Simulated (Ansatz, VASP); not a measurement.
# InSb: VASP beside Ansatz

POSCAR

```
InSb
1.0
    0.0000000000      3.2391000000      3.2391000000
    2.9151900000      0.0000000000      3.2391000000
    2.9151900000      3.2391000000      0.0000000000
In Sb
1 1
Direct
    0.0000000000      0.0000000000      0.0000000000
    0.7500000000      0.7500000000      0.7500000000
```

INCAR.step1

```
PREC = Accurate ; ENCUT = 520
ISMEAR = 0 ; SIGMA = 0.03
LREAL = False ; LASPH = True
NELM = 100 ; NBANDS = 16
GGA = PE ; ALGO = Normal
EDIFF = 1E-4 ; LWAVE = True
LCHARG = False
```

INCAR.step2

```
PREC = Accurate ; ENCUT = 520
EDIFF = 1E-7 ; ISMEAR = 0
SIGMA = 0.03 ; LREAL = False
LASPH = True ; NELM = 100
ALGO = Normal ; ISIF = 2
LWAVE = False ; LCHARG = False
METAGGA = R2SCAN ; LMIXTAU = True
NBANDS = 16 ; ISTART = 1
```

The input KPOINTS:

```
Automatic mesh
0
Gamma
  10 10 10
```

Input for Ansatz:

```yaml
crystal:
  lattice:
    - [0.0, 3.2391, 3.2391]
    - [2.91519, 0.0, 3.2391]
    - [2.91519, 3.2391, 0.0]
  atoms:
    - { symbol: In, position: [0.0, 0.0, 0.0] }
    - { symbol: Sb, position: [0.75, 0.75, 0.75] }
basis:
  ecutwfc: 500
kpoints:
  mp_grid: { grid: [10, 10, 10] }
hamiltonian:
  xc: r2scan
scf:
  occupations: { method: gaussian, width: 0.03 }
output:
  forces: true
  stress: true
  eigenvalues: true
```

Change from the starting cell: strain -0.1000 x Voigt [1, 0, 0, 0, 0, 0], atoms carried along.

Alike in both runs: task single point; functional r2SCAN; k mesh 10 × 10 × 10; occupations gaussian, width 0.03 eV; no spin polarisation.

|  | VASP | Ansatz |
| --- | --- | --- |
| version | VASP 6.6.1 | Ansatz 0.2.0 |
| potentials or method | VASP PAW PBE potentials, release 64 (In_d, Sb) | scalar-relativistic, plane waves, PAW |
| plane-wave cutoff (eV) | 520 | 500 |
| valence electrons in the cell | 18 | 28 |

```csv
,VASP,Ansatz,Ansatz less VASP
gap on the k mesh at the Fermi level (eV),0.38,0.39,+0.017
least direct gap on the mesh (eV),0.53,0.52,-0.004
pressure (GPa),8.3,8.3,-0.02
largest component of the traceless stress (GPa),1.35,1.35,-0.006
```

With one functional, cell and mesh, what is left measures potentials, basis and numerics. The two sets of potentials don't hold the same shells in valence.

Caveats: the PAW data sets were made with another functional, which shifts forces and pressure a little (VASP); spin-orbit coupling is left out, which moves the levels of the heavy elements.
